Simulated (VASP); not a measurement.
Sm:

```
Sm
1.0
     3.64400    0.00000    0.00000
    -1.82200    3.15580    0.00000
     0.00000    0.00000    5.87600
Sm
2
Direct
  0.66667 0.33333 0.75000
  0.33333 0.66667 0.25000
```

This isn't the form of Sm at room conditions, which is rhombohedral.

Base run:

| Item | Value |
| --- | --- |
| Program | VASP 6.6.1 |
| Functional | PBE |
| Potentials or basis | VASP PAW PBE potentials, release 64 (Sm) |
| Cutoff | 520 eV |
| k mesh | 6 × 6 × 4 |
| Occupations | fermi-dirac, width 0.05 eV |
| Spin | collinear spin, ferromagnetic start |
| Starting moments | [5.0, 5.0] μB |

Its results: net moment 12.99 μB per cell.

Task: The run is repeated on the same cell with these changes: spin from collinear spin, ferromagnetic start to collinear spin, ferromagnetic start, spin-orbit coupling; moments at the start from [5.0, 5.0] to [3.54, 3.54, 0.0, 3.54, 3.54, 0.0]. What comes out?

Result: Net moment 12.84 μB per cell.

Caveats: the magnetic or orbital state may not be the lowest.
